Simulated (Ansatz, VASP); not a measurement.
Mg: VASP beside Ansatz

Contents of INCAR:

```
SYSTEM = Mg
PREC = Accurate
ENCUT = 600
EDIFF = 1E-6
ISMEAR = -1
SIGMA = 0.05
LREAL = .False.
LASPH = .True.
NELM = 80
ALGO = Fast
ISIF = 3
LWAVE = .False.
LCHARG = .False.
GGA = PS
IVDW = 12
IBRION = 2
NSW = 40
EDIFFG = -0.01
```

KPOINTS

```
regular mesh
0
Gamma
  10 10 5
  0 0 0
```

File POSCAR:

```
Mg
1.0
    3.2093000000      0.0000000000      0.0000000000
   -1.6046500000      2.7793353284      0.0000000000
    0.0000000000      0.0000000000      5.2103000000
Mg
2
Direct
    0.6666666667      0.3333333333      0.7500000000
    0.3333333333      0.6666666667      0.2500000000
```

Contents of input.yaml:

```yaml
crystal:
  lattice:
    - [3.2093, 0.0, 0.0]
    - [-1.60465, 2.7793353284, 0.0]
    - [0.0, 0.0, 5.2103]
  atoms:
    - { symbol: Mg, position: [0.6666666667, 0.3333333333, 0.75] }
    - { symbol: Mg, position: [0.3333333333, 0.6666666667, 0.25] }
hamiltonian:
  xc: pbesol
  pseudopotentials: { kind: paw }
  dispersion: d3bj
kpoints:
  mp_grid: { grid: [10, 10, 5] }
scf:
  occupations: { method: fermi_dirac, width: 0.05 }
output:
  forces: true
  stress: true
relax:
  f_tol: 0.01
  max_steps: 40
  cell: { stress_tol: 0.05 }
```

Alike in both runs: task relaxation of cell and atoms; functional PBEsol; dispersion D3(BJ); k mesh 10 × 10 × 5; occupations fermi-dirac, width 0.05 eV; no spin polarisation.

|  | VASP | Ansatz |
| --- | --- | --- |
| version | VASP 6.6.1 | Ansatz 0.2.0 |
| potentials or method | VASP PAW PBE potentials, release 64 (Mg) | Ansatz PAW |
| plane-wave cutoff (eV) | 600 | 420 |
| valence electrons in the cell | 4 | 20 |

```tsv
	VASP	Ansatz	Ansatz less VASP
relaxed volume (Å³/atom)	21.40	21.41	+0.011
relaxed cell length with the largest relative difference (Å)	5.161	5.164	+0.0029
energy change over the relaxation (meV/atom)	-21	-20	+0.5
```

The two sets of potentials don't hold the same shells in valence.

Caveats: the PAW data sets were made with another functional, which shifts forces and pressure a little (VASP); pairwise dispersion overbinds metals, which lowers pressure and volume (VASP); the plane-wave basis is chosen anew once the cell has moved, so the energies of steps on either side of that aren't comparable (Ansatz); the PAW data sets come from PBE, with cores solved anew for the run's functional, which leaves a small shift of forces and pressure (Ansatz).
